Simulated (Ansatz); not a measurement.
Relaxed sheet of Bi2Te3:

```xyz
5
Lattice="4.3497 0.0000 0.0000 -2.1749 3.7670 0.0000 0.0000 0.0000 41.0302" Properties=species:S:1:pos:R:3 pbc="T T F"
Te    0.0000    0.0000   16.7279
Bi    0.0000    2.5113   18.4712
Te    2.1749    1.2557   20.5151
Bi    0.0000    0.0000   22.5590
Te    0.0000    2.5113   24.3023
```

Method: Ansatz 0.2.0, DFT PBE+D3(BJ), scalar-relativistic, plane waves, PAW. Settings: cutoff 420 eV, Γ-centred mesh 6×6×1 on the computed 5-atom cell, Gaussian smearing of 0.02 eV; no spin polarisation. No periodic images along c.

Atoms relax at each strain; stress is positive in compression. Unstrained: gap 1.11 eV, thickness 7.574 Å.

Q: Which strain in the plane gives ΔE (meV/cell) = 11.2, σxx (N/m) = -1.09, σyy (N/m) = -0.29?

A: Strain along x (y held) of +2 %. Stress that grows in proportion gives ΔE = ½σεA, with A = 16.39 Å² unstrained, so ε is about +2.0 %; negative stress means stretching. The gap is then 0.98 eV.

Spin-orbit coupling is left out, which matters for the bands of heavy elements.